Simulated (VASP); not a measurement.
A run of VASP 6.6.1 is set up as follows.

The input INCAR:

```
SYSTEM = ZnGe2N2
PREC = Normal
ENCUT = 520
EDIFF = 1E-4
ISMEAR = 0
SIGMA = 0.15
LREAL = .False.
LASPH = .True.
NELM = 60
ALGO = Fast
ISIF = 3
LWAVE = .False.
LCHARG = .False.
GGA = PE
IBRION = 2
NSW = 24
EDIFFG = -0.08
KPAR = 2
```

Contents of KPOINTS:

```
regular mesh
0
Gamma
  5 5 5
  0 0 0
```

POSCAR

```
ZnGe2N2
1.0
   -1.9692407900      1.9692407900      5.1835639600
    1.9692407900     -1.9692407900      5.1835639600
    1.9692407900      1.9692407900     -5.1835639600
Zn Ge N
1 2 2
Direct
    0.0000000000      0.0000000000      0.0000000000
    0.6140598700      0.6140598700      0.0000000000
    0.3859401300      0.3859401300      0.0000000000
    0.7500000000      0.2500000000      0.5000000000
    0.2500000000      0.7500000000      0.5000000000
```

Potentials or basis: VASP PAW PBE potentials, release 64 (Zn, Ge_d, N).

Command:

```bash
$ cat potpaw_PBE.64/Zn/POTCAR potpaw_PBE.64/Ge_d/POTCAR potpaw_PBE.64/N/POTCAR > POTCAR
$ mpirun -np 2 vasp_std > vasp.out
```

(1) Estimate the relaxed cell.

(2) Estimate the band gap on the k mesh.

(3) Predict the space group after relaxing (to 0.05 Å).

(4) Estimate the relaxed volume.

## Answers

(1) a = 5.059 Å, b = 5.059 Å, c = 5.059 Å, α = 134.94°, β = 134.94°, γ = 65.63°.

(2) none (metal or under the smearing width).

(3) I4/mmm (No. 139).

(4) 12.78 Å³/atom.

Caveat: the k mesh is coarse (spacing up to 0.45 Å⁻¹), so the values aren't converged; the volume moved by over 15 % at a fixed basis, so the end points are rough.
